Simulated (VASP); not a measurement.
Here is a VASP 6.6.1 calculation.

Contents of INCAR:

```
SYSTEM = In
PREC     = Accurate       ! precision mode
ENCUT    = 750            ! plane-wave cutoff, eV
EDIFF    = 1E-8           ! SCF threshold, eV
ISMEAR   = 1              ! smearing method
SIGMA    = 0.1            ! smearing width, eV
LREAL    = .FALSE.        ! projectors in reciprocal space
LASPH    = .TRUE.         ! aspherical terms in the spheres
NELM     = 120            ! most SCF steps
ALGO     = Normal         ! electronic algorithm
ISIF     = 2              ! what is computed and relaxed
LWAVE    = .FALSE.        ! write WAVECAR
LCHARG   = .FALSE.        ! write CHGCAR
LDIPOL   = .TRUE.       
IDIPOL   = 3            
DIPOL    = 0.5 0.5 0.500
GGA      = PE             ! functional
NBANDS   = 30             ! bands
LVHAR    = .TRUE.       
LVACPOTAV= .TRUE.
```

Contents of KPOINTS:

```
regular mesh
0
G
  22 22 1
  0 0 0
```

The input POSCAR:

```
In
1.0
    3.3354847820      0.0000000000      0.0000000000
   -1.6677423910      2.8886145552      0.0000000000
    0.0000000000      0.0000000000     27.5091429200
In
3
Direct
    0.3333333300      0.6666666600      0.3998670563
    0.6666666700      0.3333333400      0.5000000000
    0.3333333300      0.6666666600      0.6001329437
```

Potentials or basis: VASP PAW PBE potentials, release 64 (In_d).

Run with:

```bash
$ cat potpaw_PBE.64/In_d/POTCAR > POTCAR
$ mpirun -np 1 vasp_std > vasp.out
```

Q: What does it give for the work function of the lower face?

A: 3.79 eV.

Q: Predict the work function of the upper face.

A: 3.79 eV.

Forces on the atoms (eV/Å):
```
In   0.000  0.000 -0.007
In   0.000  0.000  0.000
In   0.000  0.000  0.007
```
